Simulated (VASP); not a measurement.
# Sr: generalised stacking fault

Sr, Fm-3m (no. 225), 9 atoms in the cell. PBE, constrained relaxations along a path; PAW potentials Sr_sv (PBE set).

Path: generalised stacking fault, a/6<112> on {111}; Layers in the cell: 9.

## Input

INCAR:
```
SYSTEM = Sr
PREC = Normal
ENCUT = 250
EDIFF = 1E-6
ISMEAR = 1
SIGMA = 0.2
LREAL = .FALSE.
LASPH = .TRUE.
NELM = 100
ALGO = Normal
LWAVE = .FALSE.
LCHARG = .FALSE.
IBRION = 2
NSW = 100
ISIF = 2
EDIFFG = -0.02
POTIM = 0.5
ISYM = 2
KPAR = 8
```

KPOINTS:
```
k-points
0
Gamma
  12 12 2
```

POSCAR.step1:
```
Sr
1.0
    4.3025326315      0.0000000000      0.0000000000
    2.1512663157      3.7261025595      0.0000000000
    0.0000000000      0.0000000000     31.6170286464
Sr
9
Selective dynamics
Direct
    0.3333333333      0.3333333333      0.0000000000  F F T
   -0.3333333333      0.6666666667      0.1111111111  F F T
    0.0000000000      0.0000000000      0.2222222222  F F T
    0.3333333333      0.3333333333      0.3333333333  F F T
   -0.3333333333      0.6666666667      0.4444444444  F F T
    0.0000000000      0.0000000000      0.5555555556  F F T
    0.3333333333      0.3333333333      0.6666666667  F F T
   -0.3333333333      0.6666666667      0.7777777778  F F T
    0.0000000000      0.0000000000      0.8888888889  F F T
```

POSCAR.step2:
```
Sr
1.0
    4.3025326315      0.0000000000      0.0000000000
    2.1512663157      3.7261025595      0.0000000000
    0.4302532631      0.2484068373     31.6170286464
Sr
9
Selective dynamics
Direct
    0.3333333333      0.3333333333      0.0000000000  F F T
   -0.3407407407      0.6592592593      0.1111111111  F F T
   -0.0148148148     -0.0148148148      0.2222222222  F F T
    0.3111111111      0.3111111111      0.3333333333  F F T
   -0.3629629630      0.6370370370      0.4444444444  F F T
   -0.0370370370     -0.0370370370      0.5555555556  F F T
    0.2888888889      0.2888888889      0.6666666667  F F T
   -0.3851851852      0.6148148148      0.7777777778  F F T
   -0.0592592593     -0.0592592593      0.8888888889  F F T
```

POSCAR.step3:
```
Sr
1.0
    4.3025326315      0.0000000000      0.0000000000
    2.1512663157      3.7261025595      0.0000000000
    0.8605065263      0.4968136746     31.6170286464
Sr
9
Selective dynamics
Direct
    0.3333333333      0.3333333333      0.0000000000  F F T
   -0.3481481481      0.6518518519      0.1111111111  F F T
   -0.0296296296     -0.0296296296      0.2222222222  F F T
    0.2888888889      0.2888888889      0.3333333333  F F T
   -0.3925925926      0.6074074074      0.4444444444  F F T
   -0.0740740741     -0.0740740741      0.5555555556  F F T
    0.2444444444      0.2444444444      0.6666666667  F F T
   -0.4370370370      0.5629629630      0.7777777778  F F T
   -0.1185185185     -0.1185185185      0.8888888889  F F T
```

POSCAR.step4:
```
Sr
1.0
    4.3025326315      0.0000000000      0.0000000000
    2.1512663157      3.7261025595      0.0000000000
    1.0756331579      0.6210170932     31.6170286464
Sr
9
Selective dynamics
Direct
    0.3333333333      0.3333333333      0.0000000000  F F T
   -0.3518518519      0.6481481481      0.1111111111  F F T
   -0.0370370370     -0.0370370370      0.2222222222  F F T
    0.2777777778      0.2777777778      0.3333333333  F F T
   -0.4074074074      0.5925925926      0.4444444444  F F T
   -0.0925925926     -0.0925925926      0.5555555556  F F T
    0.2222222222      0.2222222222      0.6666666667  F F T
   -0.4629629630      0.5370370370      0.7777777778  F F T
   -0.1481481481     -0.1481481481      0.8888888889  F F T
```

POSCAR.step5:
```
Sr
1.0
    4.3025326315      0.0000000000      0.0000000000
    2.1512663157      3.7261025595      0.0000000000
    1.2907597894      0.7452205119     31.6170286464
Sr
9
Selective dynamics
Direct
    0.3333333333      0.3333333333      0.0000000000  F F T
   -0.3555555556      0.6444444444      0.1111111111  F F T
   -0.0444444444     -0.0444444444      0.2222222222  F F T
    0.2666666667      0.2666666667      0.3333333333  F F T
   -0.4222222222      0.5777777778      0.4444444444  F F T
   -0.1111111111     -0.1111111111      0.5555555556  F F T
    0.2000000000      0.2000000000      0.6666666667  F F T
   -0.4888888889      0.5111111111      0.7777777778  F F T
   -0.1777777778     -0.1777777778      0.8888888889  F F T
```

POSCAR.step6:
```
Sr
1.0
    4.3025326315      0.0000000000      0.0000000000
    2.1512663157      3.7261025595      0.0000000000
    1.7210130526      0.9936273492     31.6170286464
Sr
9
Selective dynamics
Direct
    0.3333333333      0.3333333333      0.0000000000  F F T
   -0.3629629630      0.6370370370      0.1111111111  F F T
   -0.0592592593     -0.0592592593      0.2222222222  F F T
    0.2444444444      0.2444444444      0.3333333333  F F T
   -0.4518518519      0.5481481481      0.4444444444  F F T
   -0.1481481481     -0.1481481481      0.5555555556  F F T
    0.1555555556      0.1555555556      0.6666666667  F F T
   -0.5407407407      0.4592592593      0.7777777778  F F T
   -0.2370370370     -0.2370370370      0.8888888889  F F T
```

POSCAR.step7:
```
Sr
1.0
    4.3025326315      0.0000000000      0.0000000000
    2.1512663157      3.7261025595      0.0000000000
    2.1512663157      1.2420341865     31.6170286464
Sr
9
Selective dynamics
Direct
    0.3333333333      0.3333333333      0.0000000000  F F T
   -0.3703703704      0.6296296296      0.1111111111  F F T
   -0.0740740741     -0.0740740741      0.2222222222  F F T
    0.2222222222      0.2222222222      0.3333333333  F F T
   -0.4814814815      0.5185185185      0.4444444444  F F T
   -0.1851851852     -0.1851851852      0.5555555556  F F T
    0.1111111111      0.1111111111      0.6666666667  F F T
   -0.5925925926      0.4074074074      0.7777777778  F F T
   -0.2962962963     -0.2962962963      0.8888888889  F F T
```

Commands (each step's output is kept before the next begins):
```
cat potpaw_PBE.64/Sr_sv/POTCAR > POTCAR
# POSCAR: c tilted by 0 of a/6<112> on {111}
cp POSCAR.step1 POSCAR
mpirun -np 8 vasp_std > vasp.out
# POSCAR: c tilted by 0.2 of a/6<112> on {111}
cp POSCAR.step2 POSCAR
mpirun -np 8 vasp_std > vasp.out
# POSCAR: c tilted by 0.4 of a/6<112> on {111}
cp POSCAR.step3 POSCAR
mpirun -np 8 vasp_std > vasp.out
# POSCAR: c tilted by 0.5 of a/6<112> on {111}
cp POSCAR.step4 POSCAR
mpirun -np 8 vasp_std > vasp.out
# POSCAR: c tilted by 0.6 of a/6<112> on {111}
cp POSCAR.step5 POSCAR
mpirun -np 8 vasp_std > vasp.out
# POSCAR: c tilted by 0.8 of a/6<112> on {111}
cp POSCAR.step6 POSCAR
mpirun -np 8 vasp_std > vasp.out
# POSCAR: c tilted by 1 of a/6<112> on {111}
cp POSCAR.step7 POSCAR
mpirun -np 8 vasp_std > vasp.out
```

## Result

- Unstable fault energy (mJ/m²): 33
- Energy at the end of the slip (mJ/m²): 2
- Ionic steps, all stages: 19
- Electronic steps, all stages: 261

Energy along the slip:

| Share of the slip | Fault energy (mJ/m²) |
|---|---|
| 0 | 0 |
| 0.2 | 14 |
| 0.4 | 30 |
| 0.5 | 33 |
| 0.6 | 32 |
| 0.8 | 17 |
| 1 | 2 |

Limits: the faults repeat once a cell, and the in-plane lattice is that of the given cell.

VASP 6.6.1 took 1839 s on 8 cores (Intel Xeon Platinum 8488C (Sapphire Rapids)), a shared host.
